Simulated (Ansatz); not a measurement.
Input, command and steps of an Ansatz relaxation.

```yaml
crystal:
  lattice:
    - [5.7276132199, -5.7276132199, 0.0]
    - [5.7276132199, 0.0, 5.7276132199]
    - [0.0, -5.7276132199, 5.7276132199]
  atoms:
    - { symbol: Al, position: [0.9999673542, 0.4963179982, 0.0040117378] }
    - { symbol: Al, position: [0.9986950742, 0.4964251434, 0.5038794281] }
    - { symbol: Al, position: [0.0004877879, 0.9968764366, 0.9974910951] }
    - { symbol: Al, position: [0.00063934, 0.0058508622, 0.4967756177] }
    - { symbol: Al, position: [0.4999686656, 0.5029923834, 7.69958e-05] }
    - { symbol: Al, position: [0.4965335697, 0.4995606906, 0.502640987] }
    - { symbol: Al, position: [0.5030803266, 0.9960490652, 0.0016676236] }
    - { symbol: Al, position: [0.4985405626, 0.0022807257, 0.5008202306] }
    - { symbol: As, position: [0.3722605078, 0.3777779893, 0.874532681] }
    - { symbol: As, position: [0.3789989636, 0.8724168109, 0.8781660595] }
    - { symbol: As, position: [0.3757247376, 0.8737846954, 0.3760243139] }
    - { symbol: As, position: [0.8759267546, 0.3822201951, 0.870838843] }
    - { symbol: As, position: [0.8727689241, 0.3744698584, 0.3785222236] }
    - { symbol: As, position: [0.873600937, 0.8756865758, 0.873265482] }
    - { symbol: As, position: [0.8765561125, 0.8802612843, 0.3745017803] }
  symmetry: { detect: false }
basis:
  ecutwfc: 420
kpoints:
  mp_grid: { grid: [2, 2, 2], shift: [0.5, 0.5, 0.5] }
hamiltonian:
  xc: pbe
scf:
  occupations: { method: gaussian, width: 0.1 }
  lower_state_search: "off"
output:
  forces: true
  stress: true
  eigenvalues: true
relax:
  adjacent_minimum: "off"
  f_tol: 0.04
  max_steps: 50
  cell: { stress_tol: 0.3 }
```

```bash
ansatz run input.yaml --threads 4 --pin off --max-ram 9216MiB --backend cpu --events-out ev --progress --plain --runs-dir out
```

Level of theory: DFT PBE, scalar-relativistic, plane waves, PAW in Ansatz.

Of 10 frames 10 are shown, positions in Å and forces in eV/Å; the SCF threshold varies from step to step. Steps run on the plane waves of an earlier cell, with a Pulay correction in the pressure. The basis is chosen afresh for the last frame, the zero of the energies, and can be on the way; energy and pressure step there, also at an unchanged geometry.

```xyz
15
Lattice="5.7276 -5.7276 0.0000 5.7276 0.0000 5.7276 0.0000 -5.7276 5.7276" Properties=species:S:1:pos:R:3:forces:R:3 pbc="T T T" step=1 free_energy_over_end_meV_per_atom=21.25 pressure_GPa=-0.80
Al    8.5701   -5.7504    2.8657    0.2030    0.1900    0.1680
Al    8.5635   -8.6062    5.7294    0.7640   -0.0110   -0.1300
Al    5.7125   -5.7160   11.4230    0.2790   -0.0410    0.3180
Al    0.0372   -2.8490    2.8788   -0.2470   -0.2480   -0.1080
Al    5.7446   -2.8641    2.8814   -0.3810   -0.3790    0.1020
Al    5.7052   -5.7229    5.7402   -0.0920    0.1770   -0.2090
Al    8.5864   -2.8910    5.7145    0.1540    0.1750    0.2730
Al    2.8685   -5.7240    2.8816    0.3580    0.1090    0.2690
As    4.2959   -7.1411    7.1728   -0.1580   -0.3250   -0.1190
As    7.1676   -7.2006   10.0267   -0.0770    0.4700    0.0740
As    7.1567   -4.3057    7.1584    0.0030    0.0580    0.0210
As    7.2062  -10.0048    7.1770   -0.6150   -0.3420   -0.1880
As    7.1437   -7.1669    4.3128    0.0700    0.2450    0.0520
As   10.0192  -10.0054   10.0173    0.0290   -0.1830   -0.1930
As   10.0624   -7.1656    7.1868   -0.2910    0.1080   -0.3300
15
Lattice="5.6063 -5.6028 -0.1018 5.6057 0.1012 5.5984 -0.1032 -5.6042 5.6004" Properties=species:S:1:pos:R:3:forces:R:3 pbc="T T T" step=2 free_energy_over_end_meV_per_atom=4.63 pressure_GPa=-0.11
Al    8.4154   -5.5628    2.6943   -0.0970    0.0420   -0.0200
Al    8.4663   -8.4693    5.4252    0.0130    0.1080    0.1230
Al    5.5016   -5.5103   11.2090    0.0790   -0.1160    0.0340
Al   -0.0444   -2.7957    2.8044   -0.0280    0.0450   -0.0810
Al    5.5343   -2.8656    2.8579    0.1490    0.0410   -0.0730
Al    5.4886   -5.4921    5.5019    0.1470   -0.0890    0.0340
Al    8.4125   -2.7143    5.5522   -0.1250    0.0950   -0.0280
Al    2.8733   -5.5087    2.8903   -0.0660   -0.1760   -0.0500
As    4.1202   -6.9697    6.9543   -0.1140   -0.0440    0.0420
As    6.8963   -6.9050    9.7371    0.0480    0.0110    0.0670
As    6.9687   -4.1260    6.9673   -0.0060    0.1500    0.0190
As    6.9066   -9.7451    6.8832   -0.0290   -0.0570    0.1160
As    6.9681   -6.9605    4.1249    0.0000    0.0300   -0.1330
As    9.7107   -9.7070    9.6959   -0.0120    0.0090   -0.0600
As    9.7357   -6.8892    6.9039    0.0420   -0.0500    0.0110
15
Lattice="5.6190 -5.6189 -0.0847 5.6173 0.0831 5.6179 -0.0860 -5.6202 5.6208" Properties=species:S:1:pos:R:3:forces:R:3 pbc="T T T" step=3 free_energy_over_end_meV_per_atom=3.27 pressure_GPa=0.01
Al    8.4247   -5.5810    2.7193    0.0100    0.0380    0.0110
Al    8.4825   -8.4828    5.4821    0.0080   -0.0060   -0.0250
Al    5.5321   -5.5490   11.2483    0.0100    0.0190   -0.0080
Al   -0.0418   -2.7996    2.8057   -0.0250   -0.0220    0.0160
Al    5.5639   -2.8670    2.8632   -0.0170   -0.0060   -0.0030
Al    5.5383   -5.5421    5.5495    0.0560   -0.0510    0.0350
Al    8.4201   -2.7305    5.5746    0.0030    0.0060   -0.0160
Al    2.8723   -5.5510    2.8886    0.0020    0.0170    0.0040
As    4.1319   -7.0011    6.9944   -0.0010    0.0020   -0.0050
As    6.9290   -6.9387    9.7852    0.0090    0.0040   -0.0100
As    6.9943   -4.1394    7.0024   -0.0110    0.0010   -0.0090
As    6.9343   -9.7860    6.9331   -0.0190    0.0030    0.0110
As    6.9946   -6.9913    4.1396   -0.0210    0.0030    0.0030
As    9.7466   -9.7502    9.7451    0.0030    0.0010   -0.0040
As    9.7716   -6.9296    6.9423   -0.0070   -0.0070   -0.0010
15
Lattice="5.6138 -5.6128 -0.0963 5.6111 0.0935 5.6113 -0.0952 -5.6117 5.6130" Properties=species:S:1:pos:R:3:forces:R:3 pbc="T T T" step=4 free_energy_over_end_meV_per_atom=3.21 pressure_GPa=0.04
Al    8.4027   -5.5564    2.7141    0.0360   -0.0150   -0.0020
Al    8.4706   -8.5055    5.4615    0.0110    0.0660   -0.0770
Al    5.5187   -5.5248   11.2345   -0.0130    0.0070   -0.0060
Al   -0.0591   -2.8074    2.7917    0.0170    0.0020    0.0260
Al    5.5522   -2.8450    2.8804   -0.0610   -0.0150   -0.0530
Al    5.5601   -5.5656    5.5512    0.0340   -0.0230    0.0550
Al    8.4073   -2.6943    5.5583    0.0150   -0.0420    0.0080
Al    2.8949   -5.5382    2.8629   -0.0570    0.0540    0.0160
As    4.1112   -6.9756    6.9907    0.0060   -0.0110    0.0220
As    6.9220   -6.8925    9.7582    0.0090    0.0080   -0.0130
As    6.9878   -4.1208    6.9797    0.0180   -0.0060    0.0070
As    6.8976   -9.7597    6.9280   -0.0120    0.0050    0.0090
As    6.9856   -7.0008    4.1156   -0.0020   -0.0240    0.0090
As    9.7192   -9.7212    9.7281    0.0010    0.0040    0.0030
As    9.7545   -6.9232    6.9025   -0.0010   -0.0100   -0.0040
15
Lattice="5.6223 -5.6231 -0.0791 5.6208 0.0776 5.6212 -0.0784 -5.6225 5.6220" Properties=species:S:1:pos:R:3:forces:R:3 pbc="T T T" step=5 free_energy_over_end_meV_per_atom=2.81 pressure_GPa=0.03
Al    8.4164   -5.5700    2.7318    0.0170   -0.0080   -0.0060
Al    8.4964   -8.5193    5.4766    0.0100    0.0210   -0.0560
Al    5.5438   -5.5497   11.2504    0.0020   -0.0090    0.0110
Al   -0.0543   -2.8081    2.7969    0.0040    0.0070    0.0120
Al    5.5524   -2.8643    2.8871   -0.0500   -0.0180   -0.0120
Al    5.5911   -5.5965    5.5864    0.0410   -0.0410    0.0640
Al    8.4178   -2.7167    5.5732    0.0110   -0.0240   -0.0050
Al    2.9004   -5.5420    2.8807   -0.0210    0.0470    0.0180
As    4.1297   -7.0027    7.0127    0.0150    0.0200   -0.0110
As    6.9454   -6.9263    9.7790   -0.0040    0.0050   -0.0050
As    7.0091   -4.1397    7.0059   -0.0090   -0.0170   -0.0150
As    6.9280   -9.7821    6.9503    0.0000    0.0020   -0.0110
As    7.0067   -7.0201    4.1350   -0.0180    0.0080    0.0160
As    9.7516   -9.7550    9.7603   -0.0030    0.0030    0.0040
As    9.7755   -6.9475    6.9336    0.0040    0.0040   -0.0040
15
Lattice="5.6477 -5.6522 -0.0287 5.6488 0.0298 5.6494 -0.0298 -5.6533 5.6494" Properties=species:S:1:pos:R:3:forces:R:3 pbc="T T T" step=6 free_energy_over_end_meV_per_atom=1.68 pressure_GPa=-0.01
Al    8.4450   -5.5939    2.7820   -0.0150    0.0010   -0.0090
Al    8.5828   -8.5843    5.5005    0.0090   -0.0700   -0.0100
Al    5.6189   -5.6222   11.2994    0.0290   -0.0450    0.0470
Al   -0.0568   -2.8091    2.8034   -0.0160    0.0180   -0.0120
Al    5.5322   -2.9242    2.9253   -0.0240   -0.0270    0.0740
Al    5.7335   -5.7411    5.7351    0.0450   -0.0670    0.0820
Al    8.4406   -2.7673    5.6059    0.0160   -0.0070   -0.0410
Al    2.9366   -5.5327    2.9337    0.0510    0.0300    0.0280
As    4.1739   -7.0788    7.0852    0.0300    0.0910   -0.0840
As    7.0126   -7.0092    9.8269   -0.0350   -0.0080    0.0180
As    7.0760   -4.1866    7.0819   -0.0720   -0.0340   -0.0640
As    7.0051   -9.8330    7.0164    0.0330   -0.0060   -0.0510
As    7.0734   -7.0878    4.1824   -0.0520    0.0810    0.0200
As    9.8421   -9.8505    9.8585   -0.0160    0.0090    0.0010
As    9.8271   -7.0182    7.0104    0.0160    0.0340    0.0000
15
Lattice="5.6650 -5.6706 0.0072 5.6670 -0.0052 5.6681 0.0052 -5.6726 5.6681" Properties=species:S:1:pos:R:3:forces:R:3 pbc="T T T" step=7 free_energy_over_end_meV_per_atom=0.65 pressure_GPa=-0.11
Al    8.4579   -5.5969    2.8113   -0.0200   -0.0100    0.0010
Al    8.6536   -8.6424    5.4951   -0.0060   -0.0840    0.0220
Al    5.6746   -5.6757   11.3373    0.0280   -0.0520    0.0480
Al   -0.0719   -2.8021    2.8023   -0.0060    0.0130   -0.0120
Al    5.4951   -2.9771    2.9659    0.0020   -0.0160    0.0910
Al    5.8791   -5.8874    5.8851    0.0320   -0.0560    0.0690
Al    8.4518   -2.7976    5.6138    0.0260   -0.0100   -0.0430
Al    2.9727   -5.5026    2.9800    0.0630    0.0070    0.0180
As    4.1967   -7.1303    7.1364    0.0380    0.1160   -0.1100
As    7.0535   -7.0600    9.8493   -0.0370   -0.0140    0.0330
As    7.1230   -4.2084    7.1349   -0.1000   -0.0400   -0.0840
As    7.0539   -9.8535    7.0570    0.0460   -0.0140   -0.0510
As    7.1217   -7.1344    4.2072   -0.0670    0.1080    0.0180
As    9.9060   -9.9168    9.9267   -0.0270    0.0180   -0.0040
As    9.8492   -7.0610    7.0580    0.0270    0.0340    0.0040
15
Lattice="5.6652 -5.6689 0.0114 5.6670 -0.0095 5.6684 0.0090 -5.6712 5.6689" Properties=species:S:1:pos:R:3:forces:R:3 pbc="T T T" step=8 free_energy_over_end_meV_per_atom=0.04 pressure_GPa=-0.17
Al    8.4563   -5.5799    2.8036   -0.0290    0.0070   -0.0040
Al    8.6680   -8.6503    5.4588   -0.0240   -0.0460    0.0520
Al    5.6860   -5.6882   11.3499    0.0140   -0.0280    0.0140
Al   -0.0894   -2.7887    2.7993   -0.0070    0.0090   -0.0220
Al    5.4542   -2.9995    2.9830    0.0350    0.0140    0.0460
Al    5.9600   -5.9654    5.9733    0.0160   -0.0140    0.0080
Al    8.4534   -2.8036    5.5906   -0.0040    0.0150   -0.0280
Al    2.9777   -5.4619    3.0007    0.0330   -0.0300   -0.0090
As    4.1872   -7.1323    7.1329    0.0240    0.0470   -0.0470
As    7.0458   -7.0634    9.8397   -0.0110   -0.0090    0.0140
As    7.1215   -4.1909    7.1364   -0.0510   -0.0300   -0.0370
As    7.0560   -9.8351    7.0499    0.0300    0.0000   -0.0140
As    7.1216   -7.1233    4.1962   -0.0280    0.0500    0.0200
As    9.9184   -9.9262    9.9299   -0.0100    0.0060    0.0020
As    9.8303   -7.0506    7.0608    0.0110    0.0090    0.0050
15
Lattice="5.6554 -5.6567 -0.0034 5.6563 0.0043 5.6567 -0.0046 -5.6579 5.6570" Properties=species:S:1:pos:R:3:forces:R:3 pbc="T T T" step=9 free_energy_over_end_meV_per_atom=-0.13 pressure_GPa=0.01
Al    8.4427   -5.5673    2.7862   -0.0070    0.0140    0.0010
Al    8.6336   -8.6311    5.4489   -0.0010   -0.0150    0.0120
Al    5.6643   -5.6661   11.3315    0.0000   -0.0020   -0.0030
Al   -0.0894   -2.7852    2.7927   -0.0120   -0.0020   -0.0060
Al    5.4529   -2.9759    2.9770    0.0060   -0.0010    0.0130
Al    5.9280   -5.9303    5.9367    0.0020    0.0030   -0.0010
Al    8.4437   -2.7864    5.5706   -0.0040    0.0080   -0.0100
Al    2.9701   -5.4558    2.9807    0.0140   -0.0040    0.0000
As    4.1714   -7.1025    7.1035   -0.0130   -0.0080    0.0070
As    7.0254   -7.0302    9.8166   -0.0050   -0.0030   -0.0010
As    7.0983   -4.1729    7.1054    0.0040    0.0120    0.0070
As    7.0271   -9.8107    7.0301    0.0070    0.0060   -0.0050
As    7.0981   -7.0976    4.1789    0.0120   -0.0090   -0.0170
As    9.8911   -9.8938    9.8946    0.0010   -0.0010    0.0030
As    9.8082   -7.0272    7.0321   -0.0030    0.0030    0.0010
15
Lattice="5.6554 -5.6567 -0.0034 5.6563 0.0043 5.6567 -0.0046 -5.6579 5.6570" Properties=species:S:1:pos:R:3:forces:R:3 pbc="T T T" step=10 free_energy_over_end_meV_per_atom=0.00 pressure_GPa=0.00
Al    8.4427   -5.5673    2.7862   -0.0070    0.0140    0.0010
Al    8.6336   -8.6311    5.4489   -0.0010   -0.0150    0.0120
Al    5.6643   -5.6661   11.3315    0.0000   -0.0020   -0.0030
Al   -0.0894   -2.7852    2.7927   -0.0120   -0.0020   -0.0060
Al    5.4529   -2.9759    2.9770    0.0060   -0.0010    0.0130
Al    5.9280   -5.9303    5.9367    0.0020    0.0030   -0.0010
Al    8.4437   -2.7864    5.5706   -0.0040    0.0080   -0.0100
Al    2.9701   -5.4558    2.9807    0.0140   -0.0040    0.0000
As    4.1714   -7.1025    7.1035   -0.0130   -0.0080    0.0070
As    7.0254   -7.0302    9.8166   -0.0050   -0.0030   -0.0010
As    7.0983   -4.1729    7.1054    0.0040    0.0120    0.0070
As    7.0271   -9.8107    7.0301    0.0070    0.0060   -0.0050
As    7.0981   -7.0976    4.1789    0.0120   -0.0090   -0.0170
As    9.8911   -9.8938    9.8946    0.0010   -0.0010    0.0030
As    9.8082   -7.0272    7.0321   -0.0030    0.0030    0.0010
```

The run took 63 s on 4 threads of Intel(R) Xeon(R) Processor @ 2.70GHz, with other jobs on the host, peak memory 0.92 GiB.

The k mesh is coarse.